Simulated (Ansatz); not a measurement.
**Two structures of Ti₂O under several functionals**

Plane-wave DFT in Ansatz with scalar-relativistic PAW potentials (420 eV, r2SCAN 500 eV). Each structure was relaxed within its symmetry at each level.
A. P-3m1, 3 atoms in the computed cell, a = 2.953 Å, c = 4.724 Å; sites (symmetry × multiplicity) Ti 3m. × 2, O -3m. × 1
B. P6_3/mmc, 6 atoms in the computed cell, a = 2.886 Å, c = 9.949 Å; sites (symmetry × multiplicity) Ti 3m. × 4, O -6m2 × 2
(cells at PBEsol)

Task: Does the choice of functional change which is lower?

Result:
```tsv
level	E(B) − E(A) (meV/atom)	V(A) (Å³/atom)	V(B) (Å³/atom)
PBEsol	111	11.89	11.97
r2SCAN	95	12.10	12.19
```

No: at every level A is lower; the difference varies by 16 meV/atom between levels.

Spin polarisation was left out, and a magnetic state may lie lower.